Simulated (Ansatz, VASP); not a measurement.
MgO: VASP beside Ansatz

```xyz
4
Lattice="3.4948 0.0000 0.0000 -1.7474 3.0266 0.0000 0.0000 0.0000 4.1947" Properties=species:S:1:pos:R:3 pbc="T T T"
Mg    1.7474    1.0577    3.1460
Mg    0.0000    1.9689    1.0487
O     1.7474    0.9729    1.0487
O     0.0000    2.0536    3.1460
```

Change from the starting cell: mode 5 frozen in at +0.049 Å, strain +e along z and -e/2 along x and y +0.0000.

Alike in both runs: task single point; functional PBEsol; k mesh 9 × 9 × 6; occupations gaussian, width 0.05 eV; no spin polarisation.

|  | VASP | Ansatz |
| --- | --- | --- |
| version | VASP 6.6.1 | Ansatz 0.2.0 |
| potentials or method | VASP PAW PBE potentials, release 64 (Mg, O) | scalar-relativistic, plane waves, PAW |
| plane-wave cutoff (eV) | 520 | 520 |
| valence electrons in the cell | 16 | 32 |

|  | VASP | Ansatz | Ansatz less VASP |
| --- | --- | --- | --- |
| gap on the k mesh at the Fermi level (eV) | 3.25 | 3.26 | +0.009 |
| least direct gap on the mesh (eV) | 3.25 | 3.26 | +0.009 |
| pressure (GPa) | -0.4 | 0.0 | +0.42 |
| largest component of the traceless stress (GPa) | 0.57 | 0.61 | +0.032 |
| rms of the force components (eV/Å) | 0.160 | 0.158 | -0.0018 |

Atom by atom the forces differ by 0.002 eV/Å (rms over components). With one functional, cell and mesh, what is left measures potentials, basis and numerics. The two sets of potentials don't hold the same shells in valence. Ansatz warned: «pseudo_functional_mismatch».

Caveats: the PAW data sets were made with another functional, which shifts forces and pressure a little (VASP).
